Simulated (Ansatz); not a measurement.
**Be: squeezing one contact**

How do energy and force answer when the Be1–Be2 bond of Be is squeezed or stretched? The runs shown use PAW. Its runs: shortest bond scaled by 1 (PAW); shortest bond scaled by 0.94 (PAW); shortest bond scaled by 0.82 (PAW); shortest bond scaled by 0.76 (PAW).

Program: Ansatz 0.2.0. Level of theory: DFT, PBE, PAW with Ansatz's default frozen-core files, scalar-relativistic. These are calculated values, not measurements.

6 further runs of the same task are left out: 4 for a broken database entry, 2 that didn't finish. Runs told in other sessions of the task aren't counted.

## (1) Starting point

Symmetry: P6_3/mmc, No. 194, hexagonal system. Conventional cell: a = 2.285 Å, b = 2.285 Å, c = 3.584 Å, α = 90.00°, β = 90.00°, γ = 120.00°. Around Be (site symmetry -6m2) lie 12 Be at 2.23 to 2.29 Å.

Structure file:

```
Be
1.0
     2.28530    0.00000    0.00000
    -1.14265    1.97913    0.00000
     0.00000    0.00000    3.58420
Be
2
Direct
  0.33333 0.66667 0.25000
  0.66667 0.33333 0.75000
```

Atoms are numbered in the order of the input: Be1, Be2.

## (2) Shortest bond scaled by 1, PAW

input.yaml reads:

```yaml
crystal:
  lattice:
    - [2.2853, 0.0, 0.0]
    - [-1.14265, 1.9791278553, 0.0]
    - [0.0, 0.0, 3.5842]
  atoms:
    - { symbol: Be, position: [0.3333333333, 0.6666666667, 0.25] }
    - { symbol: Be, position: [0.6666666667, 0.3333333333, 0.75] }
kpoints:
  mp_grid: { grid: [15, 15, 8] }
scf:
  occupations: { method: fermi_dirac, width: 0.05 }
hamiltonian:
  xc: pbe
  pseudopotentials: { kind: paw }
output:
  forces: true
  stress: true
  eigenvalues: true
  populations: true
  write_density: true
  write_potential: true
  elf: true
  volumetric_format: npy
```

The run is started by

```bash
$ ansatz run input.yaml --threads 1 --pin off --max-ram 2048MiB --backend cpu --events-out ev --progress --plain --runs-dir out
```

## (3) Shortest bond scaled by 0.94, PAW

Changes to input.yaml since step 2:

```diff
@@ -6,4 +6,4 @@
   atoms:
-    - { symbol: Be, position: [0.3333333333, 0.6666666667, 0.25] }
-    - { symbol: Be, position: [0.6666666667, 0.3333333333, 0.75] }
+    - { symbol: Be, position: [0.3133333333, 0.6566666667, 0.235] }
+    - { symbol: Be, position: [0.6866666667, 0.3433333333, 0.765] }
 kpoints:
```

## (4) Shortest bond scaled by 0.82, PAW

Changes to input.yaml since step 3:

```diff
@@ -6,4 +6,4 @@
   atoms:
-    - { symbol: Be, position: [0.3133333333, 0.6566666667, 0.235] }
-    - { symbol: Be, position: [0.6866666667, 0.3433333333, 0.765] }
+    - { symbol: Be, position: [0.2733333333, 0.6366666667, 0.205] }
+    - { symbol: Be, position: [0.7266666667, 0.3633333333, 0.795] }
 kpoints:
```

## (5) Shortest bond scaled by 0.76, PAW

Changes to input.yaml since step 4:

```diff
@@ -6,4 +6,4 @@
   atoms:
-    - { symbol: Be, position: [0.2733333333, 0.6366666667, 0.205] }
-    - { symbol: Be, position: [0.7266666667, 0.3633333333, 0.795] }
+    - { symbol: Be, position: [0.2533333333, 0.6266666667, 0.19] }
+    - { symbol: Be, position: [0.7466666667, 0.3733333333, 0.81] }
 kpoints:
```

(Steps that only read results are left out.)

What does the calculation give?

**Answer**, as computed:

```
                                              quantity      value
force along the bond, positive apart, at 1.691 Å (PAW)  5.20 eV/Å
                  length at zero force (straight line)     2.23 Å
```

At 1.69 Å the force along the bond is 5.20 eV/Å by PAW, and the energy stands 1.12 eV over the given length. A straight line between 2.09 and 2.23 Å puts zero force near 2.23 Å. There symmetry makes it vanish whatever the lattice constant, so this is no computed equilibrium length. With two atoms in the cell whole sublattices move, so the other contacts between the two sublattices change too; at scales over 1 some of them become the shortest.
